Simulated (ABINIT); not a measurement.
Sb:

```
Sb
1.0
    -1.57654    1.57654    2.71194
     1.57654   -1.57654    2.71194
     1.57654    1.57654   -2.71194
Sb
1
Direct
  0.00000 0.00000 0.00000
```

This isn't the form of Sb at room conditions, which is rhombohedral.

Base run:

```yaml
Program: ABINIT 10.8.3 (patched build)
Functional: WC
Potentials_or_basis: JTH PAW PBE v2.0
Cutoff: 517 eV
k_mesh: 12 × 12 × 12
Occupations: fermi-dirac, width 0.05 eV
Spin: no spin polarisation
```

Its results: band gap on the k mesh none (metal or under the smearing width); pressure -1.1 GPa.

**Question.** After a change of settings the same cell gave: band gap on the k mesh none (metal or under the smearing width); pressure 1.5 GPa. Which change was it?
A. functional from WC to PBE
B. functional from WC to LDA
C. functional from WC to revPBE
D. functional from WC to BLYP

**Answer.** A.

PBE binds less tightly than WC, so the same cell stands under more pressure.

Caveats: the PAW data sets were made with another functional, which shifts forces and pressure a little (some runs).
